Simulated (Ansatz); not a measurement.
Level of theory: DFT PBE, scalar-relativistic, plane waves, PAW (Ansatz). All cells share a 420 eV cutoff and Γ-centred k meshes spaced at most about 0.3 Å⁻¹ (about 0.25 or finer for metals, 2π included). No spin polarisation.

Each guess is relaxed in cell and atoms at zero pressure, on a coarse mesh first where it starts far from rest and then on a converged one. The steps can't lower the symmetry of the start, but it can rise. Energies are static (0 K, no zero-point motion).

Two unrelaxed guesses for MoH5:

Guess 1.

Space group F-43m (No. 216). a = 6.126 Å, b = 6.126 Å, c = 6.126 Å, α = 90.00°, β = 90.00°, γ = 90.00°
| atom | site | symmetry | x | y | z |
| --- | --- | --- | --- | --- | --- |
| H | 4d | -43m | 0.2500 | 0.2500 | 0.7500 |
| H | 16e | .3m | 0.3757 | 0.1243 | 0.1243 |
| Mo | 4a | -43m | 0.0000 | 0.0000 | 0.0000 |

Guess 2.

Space group P4mm (No. 99). a = 3.707 Å, b = 3.707 Å, c = 4.971 Å, α = 90.00°, β = 90.00°, γ = 90.00°
| atom | site | symmetry | x | y | z |
| --- | --- | --- | --- | --- | --- |
| H | 4e | .m. | 0.3489 | 0.0000 | 0.5455 |
| H | 1b | 4mm | 0.5000 | 0.5000 | 0.7357 |
| Mo | 1b | 4mm | 0.5000 | 0.5000 | 0.1279 |

Question: Where do they end, and which end is lower?

Answer: Guess 1 ends lower, by 63 meV/atom. Guess 1: F-43m at 9.6 Å³/atom → F-43m at 4.8 Å³/atom; Guess 2: P4mm at 11.4 Å³/atom → P4mm at 9.8 Å³/atom. Counting H atoms around Mo (those within 1.25 times the shortest such distance or 1.15 times the sum of covalent radii, 1.27 where that leaves under three), the end of guess 1 has Mo 16 and the end of guess 2 has Mo 1. The end of guess 2 holds H–H pairs as short as in free H₂ molecules (shortest 0.73 Å); in the end of guess 1 the shortest H–H distance is 1.69 Å. End of guess 1. Conventional cell: a = 4.878 Å. H on a site of symmetry 3m has 6 H at 1.69–1.76 Å, 3 Mo at 2.02 Å and 3 H at 2.03 Å; H on a site of symmetry -43m has 12 H at 2.03 Å and 4 Mo at 2.11 Å; Mo has 16 H at 2.02–2.11 Å. End of guess 2. Conventional cell: a = 2.740 Å, c = 7.831 Å. H on a site of symmetry m is surrounded by 1 H at 0.73 Å; H on a site of symmetry 4mm has 1 Mo at 1.67 Å; Mo has 1 H at 1.67 Å and 4 Mo at 2.74 Å.

Ends held by symmetry can be saddle points. Neither end is the lowest form computed: that has H and Mo ordered on hcp sites, space group P-62m (No. 189) and lies 0.33 eV/atom below the better end. Even the lowest of the cells shown lies +0.64 eV/atom against the elements. Weakly bound directions are ill-defined at this level, which has no dispersion term (P4mm), and this can change margins and order among such cells. With hydrogen, zero-point motion can shift such differences by 10 meV/atom or more. Some types were kept out of the candidates beforehand, so the set may lack a known form.
